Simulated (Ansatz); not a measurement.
hcp against fcc along the 5d metals

The calculation used DFT, PBEsol, plane waves (420 eV) with PAW, scalar-relativistic in Ansatz 0.2.0. (PAW data from PBE, frozen cores regenerated.)

Each structure is relaxed within its symmetry, in the lowest magnetic state of the tried starts. Differences under about 8 meV lie within the error of the k-point mesh.

```json
{"element": "Lu", "E(hcp) − E(fcc) (meV/atom)": "-36", "V(hcp) (Å³/atom)": "27.54", "V(fcc) (Å³/atom)": "27.26", "state of hcp": "spin not included", "state of fcc": "spin not included"}
{"element": "Hf", "E(hcp) − E(fcc) (meV/atom)": "-68", "V(hcp) (Å³/atom)": "21.62", "V(fcc) (Å³/atom)": "21.58", "state of hcp": "spin not included", "state of fcc": "spin not included"}
{"element": "Ta", "E(hcp) − E(fcc) (meV/atom)": "31", "V(hcp) (Å³/atom)": "18.12", "V(fcc) (Å³/atom)": "18.21", "state of hcp": "spin not included", "state of fcc": "spin not included"}
{"element": "W", "E(hcp) − E(fcc) (meV/atom)": "19", "V(hcp) (Å³/atom)": "16.05", "V(fcc) (Å³/atom)": "15.99", "state of hcp": "spin not included", "state of fcc": "spin not included"}
{"element": "Re", "E(hcp) − E(fcc) (meV/atom)": "-67", "V(hcp) (Å³/atom)": "14.56", "V(fcc) (Å³/atom)": "14.61", "state of hcp": "spin not included", "state of fcc": "spin not included"}
{"element": "Os", "E(hcp) − E(fcc) (meV/atom)": "-145", "V(hcp) (Å³/atom)": "13.89", "V(fcc) (Å³/atom)": "13.96", "state of hcp": "spin not included", "state of fcc": "spin not included"}
{"element": "Ir", "E(hcp) − E(fcc) (meV/atom)": "83", "V(hcp) (Å³/atom)": "14.13", "V(fcc) (Å³/atom)": "14.06", "state of hcp": "spin not included", "state of fcc": "non-magnetic"}
{"element": "Pt", "E(hcp) − E(fcc) (meV/atom)": "63", "V(hcp) (Å³/atom)": "15.15", "V(fcc) (Å³/atom)": "15.05", "state of hcp": "spin not included", "state of fcc": "spin not included"}
{"element": "Au", "E(hcp) − E(fcc) (meV/atom)": "6", "V(hcp) (Å³/atom)": "17.02", "V(fcc) (Å³/atom)": "17.00", "state of hcp": "spin not included", "state of fcc": "spin not included"}
{"element": "Hg", "E(hcp) − E(fcc) (meV/atom)": "4", "V(hcp) (Å³/atom)": "23.57", "V(fcc) (Å³/atom)": "23.37", "state of hcp": "spin not included", "state of fcc": "spin not included"}
```
